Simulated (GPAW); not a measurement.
A run of GPAW 26.7.0 is set up as follows.

Contents of run.py:

```python
from ase import Atoms
from ase.calculators.mixing import SumCalculator
from ase.filters import FrechetCellFilter
from ase.io import write
from ase.optimize import BFGS
from dftd3.ase import DFTD3
from gpaw import GPAW, PW, setup_paths

setup_paths.insert(0, '.')

atoms = Atoms(['In'],
              cell=[[-1.62547, 1.62547, 2.4737],
                    [1.62547, -1.62547, 2.4737],
                    [1.62547, 1.62547, -2.4737]],
              scaled_positions=[[0.0, 0.0, 0.0]],
              pbc=True)

calc = GPAW(mode=PW(600),
            xc='PBEsol',
            kpts={'size': (10, 10, 10), 'gamma': True},
            occupations={'name': 'fermi-dirac', 'width': 0.05},
            nbands=14,
            convergence={'density': 1e-05, 'forces': 0.0001},
            maxiter=150,
            txt='gpaw.txt')
atoms.calc = SumCalculator([calc, DFTD3(method='pbesol', damping='d3zero')])
opt = BFGS(FrechetCellFilter(atoms), trajectory='relax.traj', logfile='-')
done = opt.run(fmax=0.02, steps=60)
calc.write('gs.gpw')
write('result.traj', atoms)
print('Converged:', done)
print('Cell:', atoms.cell.cellpar().round(4))
print('Volume:', round(atoms.get_volume(), 4))
print(atoms.get_scaled_positions().round(5))
```

Potentials or basis: PAW data sets generated in the run's folder for this functional, pw.

Launch:

```bash
$ gpaw-setup -f PBEsol In
$ OMP_NUM_THREADS=1 python run.py
```

Q: Predict the space group after relaxing (to 0.05 Å).

A: Fm-3m (No. 225).

Q: Estimate the band gap on the k mesh.

A: None (metal or under the smearing width).

Q: Estimate the relaxed cell.

A: a = 3.272 Å, b = 3.272 Å, c = 3.272 Å, α = 120.11°, β = 120.11°, γ = 89.81°.

Q: Estimate the relaxed volume.

A: 24.74 Å³/atom.

Final structure:
```xyz
1
Lattice="-1.6336 1.6336 2.3177 1.6336 -1.6336 2.3177 1.6336 1.6336 -2.3177" Properties=species:S:1:pos:R:3 pbc="T T T"
In    0.0000    0.0000    0.0000
```

Caveat: later steps reuse the first step's grids; pairwise dispersion overbinds metals, which lowers pressure and volume.
